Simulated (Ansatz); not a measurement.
# PtS2 (P-3m1) in Ansatz: band structure with PBE

Aim: the band structure of PtS2 with PBE.

Program: Ansatz 0.2.0. These are calculated values, not measurements. Logs are shortened: lines on timing, memory, paths and dates and some standing lists are left out, and cuts for length are marked.

### 1 The structure

The structure is trigonal, space group P-3m1 (No. 164). The conventional cell has a = 3.543 Å, b = 3.543 Å, c = 5.039 Å, α = 90.00°, β = 90.00°, γ = 120.00°. Pt (site symmetry -3m) is surrounded by 6 S at 2.34 Å. S (site symmetry 3m) has 3 Pt at 2.34 Å as nearest neighbours.

### 2 Band structure, PBE

input.yaml

```yaml
crystal:
  lattice:
    - [3.5432, 0.0, 0.0]
    - [-1.7716, 3.0685012107, 0.0]
    - [0.0, 0.0, 5.0388]
  atoms:
    - { symbol: Pt, position: [0.0, 0.0, 0.0] }
    - { symbol: S, position: [0.6666666667, 0.3333333333, 0.773] }
    - { symbol: S, position: [0.3333333333, 0.6666666667, 0.227] }
hamiltonian:
  xc: pbe
  pseudopotentials: { kind: paw }
kpoints:
  mp_grid: { grid: [9, 9, 5] }
  band_path:
    path:
      - [[0.0, 0.0, 0.0], [0.5, 0.0, 0.0], [0.3333333333, 0.3333333333, 0.0], [0.0, 0.0, 0.0], [0.0, 0.0, 0.5], [0.5, 0.0, 0.5], [0.3333333333, 0.3333333333, 0.5], [0.0, 0.0, 0.5]]
      - [[0.5, 0.0, 0.5], [0.5, 0.0, 0.0]]
      - [[0.3333333333, 0.3333333333, 0.0], [0.3333333333, 0.3333333333, 0.5]]
    npoints: 14
scf:
  occupations: { method: fermi_dirac, width: 0.05 }
  n_extra_bands: 7
output:
  forces: true
  stress: true
  eigenvalues: true
  fatbands: false
  write_density: true
  write_potential: true
  elf: true
  volumetric_format: npy
```

Potentials or basis: Ansatz PAW.

Run with:

```sh
> ansatz run input.yaml --threads 2 --pin off --max-ram 5632MiB --backend cpu --events-out ev --progress --plain --runs-dir out
```

Log:

```text
Warning: RAYON_NUM_THREADS=2 ignored (pool sized by the plan → 2); use --threads N
scf.n_extra_bands = 7 over 15 filled bands (N_el = 30.0): the run solves 22 bands
Engine: ansatz 0.2.0, aarch64-unknown-linux-gnu
Pseudopotentials: kind: paw
Pseudopotential: Pt, paw, valence charge 18, recommended cutoff 420 eV (normal), Pt.paw.azcp
Pseudopotential: S, paw, valence charge 6, recommended cutoff 420 eV (normal), S.paw.azcp
Functional definition: PBE
  parameter kappa = 0.804
  parameter beta = 0.06672455060314922
  exchange = pbe_x(kappa = kappa, mu = beta*pi^2/3)
  correlation = pbe_c(beta = beta)
Crystal: 3 atoms, lattice volume = 54.783 Å³
Basis set: ecut = 420 eV, 1043 PW (Γ), exchange–correlation on 48×48×72 points (8 copies of the dense FFT grid, shifted against one another)
Bands: 22, of which v1, the nominal top of the filled ones, is band 15 counted from 1 (14 counted from 0)
Symmetry: 12 space group operations
Space group: P-3m1 (ITA 164), of the structure as read, at distance tolerance 3.8e-5 Å
k-points: 50 of 405
Non-local potential: Pt, projectors of the file, l = 0: 3, l = 1: 2, l = 2: 2, l = 3: 1
Non-local potential: S, projectors of the file, l = 0: 2, l = 1: 2, l = 2: 2
PAW form: soft (Blöchl's): semilocal exchange-correlation on the pseudo side does not see the compensation charge
PAW one-centre angular grid: Pt, 590 points (default); XC on 64 Gauss nodes
PAW one-centre angular grid: S, 110 points (default); XC on 64 Gauss nodes
Initial density: superposition of atomic densities (neutral atoms: chi_scale 0, normalization atom), corrected by the library's trained network
Initial wavefunctions: pseudopotential atomic-orbital guess
Functional: x = pbe(κ = 0.804, μ = 0.2195149727645171), c = pbe(β = 0.06672455060314922)
SCF iter   1: F=—  HF=-14328.057975 eV  |F-HF|=—  |Δ(HF+E_count)|=         —  Δρ=3.34e-3  dr2=6.08e-3  ethr=1.77e-3  ⟨swp⟩=5.8  Hψ=5688  notcnv=0  defer=33
preconditioner: auto → Resta (q_TF=auto, 2.468 Å⁻¹)  ε∞=4.8  [insulator: Δε(μ)=1.017 eV  Ē_g=12.108 eV  σ=0.050 eV  W_gap=1.00  n_scr=20 (ndim 8)  ℏωp=23.5 eV  f_vac=0.021  D(μ)=0.00/eV (n_scr^D=0)  ε∞_Penn≈4.8]
SCF iter   2: F=—  HF=-14328.057608 eV  |F-HF|=—  |Δ(HF+E_count)|=   3.67e-4  Δρ=1.73e-3  dr2=2.01e-3  ethr=2.03e-5  ⟨swp⟩=2.2  Hψ=1744  notcnv=0  defer=45
SCF iter   3: F=—  HF=-14328.057673 eV  |F-HF|=—  |Δ(HF+E_count)|=   6.56e-5  Δρ=4.66e-4  dr2=1.54e-4  ethr=6.71e-6  ⟨swp⟩=2.0  Hψ=1648  notcnv=0  defer=45
SCF iter   4: F=—  HF=-14328.057657 eV  |F-HF|=—  |Δ(HF+E_count)|=   1.68e-5  Δρ=1.92e-4  dr2=1.97e-5  ethr=5.14e-7  ⟨swp⟩=2.4  Hψ=1376  notcnv=0  defer=45
SCF iter   5: F=—  HF=-14328.057684 eV  |F-HF|=—  |Δ(HF+E_count)|=   2.80e-5  Δρ=8.18e-5  dr2=4.98e-6  ethr=6.55e-8  ⟨swp⟩=2.0  Hψ=1466  notcnv=0  defer=45
SCF iter   6: F=—  HF=-14328.057685 eV  |F-HF|=—  |Δ(HF+E_count)|=   3.49e-7  Δρ=2.51e-5  dr2=5.49e-7  ethr=1.66e-8  ⟨swp⟩=2.3  Hψ=1517  notcnv=0  defer=45
SCF iter   7: F=-14328.057685 eV  HF=-14328.057685 eV  |F-HF|=1.27e-8  |Δ(HF+E_count)|=   1.96e-7  Δρ=3.24e-6  dr2=4.47e-9  ethr=3.33e-10  ⟨swp⟩=13.9  Hψ=8175  notcnv=0
SCF 1 converged in 7 iterations: F = -14328.057685 eV  dr2 = 4.47e-9
NSCF: frozen V_eff on 129 k-points
SCF converged after 7 iterations
Free energy (F): -14328.057685 eV
Harris-Foulkes:  -14328.057685 eV  (|F-HF|=1.27e-8)
Internal energy: -14328.057681 eV  (E = F + TS)
E sigma→0 (E₀):  -14328.057683 eV
Entropy (-TS):   -0.000004 eV (-0.001 meV/atom)
Fermi energy:    11.452763 eV
--- Per-component energies (eV) ---
  E_band       = -320.280162
  E_kinetic    = 855.116540
  E_local      = -3139.943453  (includes V_loc(G=0)·N_el)
  E_nonlocal   = 255.086261
  E_hartree    = 1243.845012
  E_xc         = -457.839999
  E_vxc        = -480.233366  (∫ρ·V_xc dr)
  E_paw        = -10654.117856  (= ΣΔE_a)
  E_vpaw       = -297.994680  (= ΣTr[D̂ρ^β])
  E_aug_tail   = 0.000189  (compensation charges beyond the density's cutoff)
  E_ewald      = -2430.204375
  E_smearing   = -0.000004  (= −TS)
  E_closure    = 0.000000  (closes the sum)
  Σ components = -14328.057685   (vs F -14328.057685, Δ=0.00e0)
--- Forces (eV/Å), atoms counted from 1 ---
  atom   1  Pt    -0.00000000    -0.00000000     0.00000000
  atom   2  S      0.00000000    -0.00000000    -1.25653199
  atom   3  S     -0.00000000     0.00000000     1.25653199
  max |Σ_I F_I| component: 9.25e-18 eV/Å
--- Stress (GPa, compression-positive) ---
       12.180327       0.000000       0.000000
        0.000000      12.180327       0.000000
       -0.000000       0.000000      10.421321
  P = ⅓ Tr σ = 11.5940 GPa (115.940 kbar)
--- Band table (eV; the first three rows and the last of 50) ---
  k-point 0: bands = ["-88.5568", "-42.8296", "-42.8296", "-42.6485", "-4.6098", "-1.3517", "3.9164", "3.9164", "4.0535", "6.9794", "6.9794", "9.1793", "9.8213", "9.8213", "10.8438", "13.4286", "13.4286", "15.7403", "16.7294", "18.8135", "18.8135", "22.9034"]
  k-point 1: bands = ["-88.5568", "-42.8296", "-42.8296", "-42.6486", "-4.5246", "-1.5922", "3.9233", "3.9233", "4.4499", "6.9713", "6.9713", "9.0365", "9.7547", "9.7547", "10.5071", "13.5861", "13.5861", "15.8614", "17.3342", "18.7239", "18.7239", "22.0352"]
  k-point 2: bands = ["-88.5568", "-42.8296", "-42.8296", "-42.6486", "-4.3631", "-1.9753", "3.9346", "3.9346", "5.1756", "6.9587", "6.9587", "8.5932", "9.6521", "9.6521", "10.1129", "13.8547", "13.8547", "16.3016", "18.1745", "18.5366", "18.5366", "20.7464"]
  k-point 49: bands = ["-88.5563", "-42.8463", "-42.8463", "-42.6452", "-2.3083", "-2.3083", "4.4084", "4.4197", "4.4197", "6.5653", "6.5653", "7.3446", "7.5437", "9.1200", "9.1200", "13.0730", "13.0730", "18.0163", "18.9086", "19.2139", "19.2139", "21.5379"]
```

bands.tsv:

```text
# k_distance	band_0	band_1	band_2	band_3	band_4	band_5	band_6	band_7	band_8	band_9	band_10	band_11	band_12	band_13	band_14	band_15	band_16	band_17	band_18	band_19	band_20	band_21
# fermi_ev = 11.452763
[... 146 lines left out ...]
7.375628	-100.009113	-54.299083	-54.299083	-54.097948	-13.760238	-13.760238	-7.042158	-7.042158	-7.027257	-4.879256	-4.879256	-4.095563	-3.956554	-2.347608	-2.347608	1.678313	1.678313	6.648104	7.444601	7.688769	7.688769	10.086306
7.420163	-100.009114	-54.299086	-54.299086	-54.097954	-13.759612	-13.759612	-7.049417	-7.049417	-7.013270	-4.872701	-4.872701	-4.074846	-4.005471	-2.359347	-2.359347	1.725669	1.725669	6.718710	7.433576	7.629437	7.629437	10.088358
7.464697	-100.009114	-54.299087	-54.299087	-54.097957	-13.759399	-13.759399	-7.051869	-7.051869	-7.008482	-4.870486	-4.870486	-4.053204	-4.036703	-2.363295	-2.363295	1.741854	1.741854	6.743299	7.429306	7.609107	7.609107	10.089265
```

Wall time 4 s (2 threads of Arm Neoverse V1, shared host); peak memory 0.35 GiB.

Results:

```yaml
Free_energy: -14328.0577 eV
Pressure: 11.6 GPa
Largest_force: 1.257 eV/Å
Band_gap_on_the_k_mesh: 1.02 eV, indirect (least direct gap 1.07 eV)
Band_gap_along_the_path: 1.02 eV, indirect (least direct gap 1.54 eV)
```

Forces on the atoms (eV/Å):
```
Pt   0.000  0.000  0.000
S    0.000  0.000 -1.257
S    0.000  0.000  1.257
```

Stress tensor (GPa, compression positive):
```
12.18  0.00  0.00
 0.00 12.18  0.00
 0.00  0.00 10.42
```

Levels at the corners of the path, in eV from the valence-band top:
```
point  band 13  band 14  band 15  band 16  band 17  band 18
    Γ    -1.12    -1.12    -0.10     2.49     2.49     4.80
    M    -3.20    -2.97    -2.31     1.81     2.87     5.53
    K    -2.67    -1.46    -1.46     1.07     1.07     5.71
    Γ    -1.12    -1.12    -0.10     2.49     2.49     4.80
    A    -1.30    -1.30    -0.87     2.96     2.96     5.47
    L    -3.08    -2.69    -1.34     2.12     2.39     5.40
    H    -3.52    -1.85    -1.85     2.26     2.26     7.26
    A    -1.30    -1.30    -0.87     2.96     2.96     5.47
    L    -3.08    -2.69    -1.34     2.12     2.39     5.40
    M    -3.20    -2.97    -2.31     1.81     2.87     5.53
    K    -2.67    -1.46    -1.46     1.07     1.07     5.71
    H    -3.52    -1.85    -1.85     2.26     2.26     7.26
```

Caveat: spin-orbit coupling is left out, which moves the levels of the heavy elements; forces of over 1 eV/Å show positions far from the minimum, so gaps and moduli don't describe the material at rest.
